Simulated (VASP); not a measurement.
**AlSb (relaxed from the zinc blende structure, space group F-43m): computed properties**

Method: PBEsol GGA, VASP's PBE PAW potentials (set 64) (plane waves; VASP).

| Quantity | Result |
|---|---|
| space group | F-43m (216) |
| cell | a = b = c = 6.168 Å, α = β = γ = 90.00° |
| volume per atom | 29.34 Å³/atom |
| band gap (over mesh and band path) | 1.13 eV |
| smallest direct gap (over mesh and band path) | 1.45 eV |
| band-edge character | indirect, Γ to Γ-X at 0.93 |
| density | 4.21 g/cm³ |

```cif
data_AlSb
_chemical_formula_sum 'Al1 Sb1'
_space_group_name_H-M_alt 'P 1'
_space_group_IT_number 1
_cell_length_a 4.36161
_cell_length_b 4.36161
_cell_length_c 4.36161
_cell_angle_alpha 60.000
_cell_angle_beta 60.000
_cell_angle_gamma 60.000
loop_
_space_group_symop_operation_xyz
  'x, y, z'
loop_
_atom_site_label
_atom_site_type_symbol
_atom_site_fract_x
_atom_site_fract_y
_atom_site_fract_z
_atom_site_occupancy
Al1 Al 0.00000 0.00000 0.00000 1
Sb1 Sb 0.25000 0.25000 0.25000 1
```

Unless said otherwise, spin-orbit coupling is left out, though it shifts the bands of the heavy elements here.

The structure was generated: AlSb was put into the zinc blende type (F-43m), which need not be its known phase. It was relaxed first, which changed the volume by +8 %. Symmetry was kept, so distortions that lower it aren't found.
